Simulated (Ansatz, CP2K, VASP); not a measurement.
ZnS: 3 runs at one level of theory

```
Zn S
1.0
     3.81200    0.00000    0.00000
    -1.90600    3.30129    0.00000
     0.00000    0.00000   18.68999
Zn S
6 6
Direct
  0.33333 0.66667 0.83333
  0.66667 0.33333 0.33333
  0.66667 0.33333 0.66667
  0.33333 0.66667 0.16667
  0.00000 0.00000 0.50000
  0.00000 0.00000 0.00000
  0.33333 0.66667 0.95833
  0.66667 0.33333 0.45833
  0.66667 0.33333 0.79167
  0.33333 0.66667 0.29167
  0.00000 0.00000 0.62500
  0.00000 0.00000 0.12500
```

Alike in all runs: task single point; functional PBE; k mesh 8 × 8 × 2; occupations gaussian, width 0.011 eV; no spin polarisation; no spin-orbit coupling. Pressure is positive in compression and, in plane waves, holds the error of the finite cutoff, which Ansatz's Pulay term estimates and takes out.

```
                                                     program and potentials  plane-wave cutoff (eV)                             notes  band gap (eV)  pressure (GPa)
                                                         Ansatz, Ansatz PAW                     420  Pulay term of +0.07 GPa included           2.16            2.12
CP2K, POTENTIAL_UZH Zn GTH-PBE-q12, S GTH-PBE-q6; TZVP-MOLOPT-PBE-GTH basis                       -                      atomic basis           2.13            2.59
                                          VASP, PBE PAW files S, Zn, 520 eV                     520                                 -           2.17            2.29
```

Force on atom 8 (S), eV/Å:

| program and potentials | x | y | z |
| --- | --- | --- | --- |
| Ansatz, Ansatz PAW | 0.000 | 0.000 | -0.030 |
| VASP, PBE PAW files S, Zn, 520 eV | 0.000 | 0.000 | -0.030 |

The band gap spans 2.13 (CP2K, POTENTIAL_UZH Zn GTH-PBE-q12, S GTH-PBE-q6; TZVP-MOLOPT-PBE-GTH basis) to 2.17 eV (VASP, PBE PAW files S, Zn, 520 eV). The pressure spans 2.12 (Ansatz, Ansatz PAW) to 2.59 GPa (CP2K, POTENTIAL_UZH Zn GTH-PBE-q12, S GTH-PBE-q6; TZVP-MOLOPT-PBE-GTH basis). Rows in atomic bases carry the error of their basis and grid, which can be large.

Differences between rows come from potentials, basis sets and numerical settings, since the functional is the same but for its coding. Runs on potential files found faulty are left out.
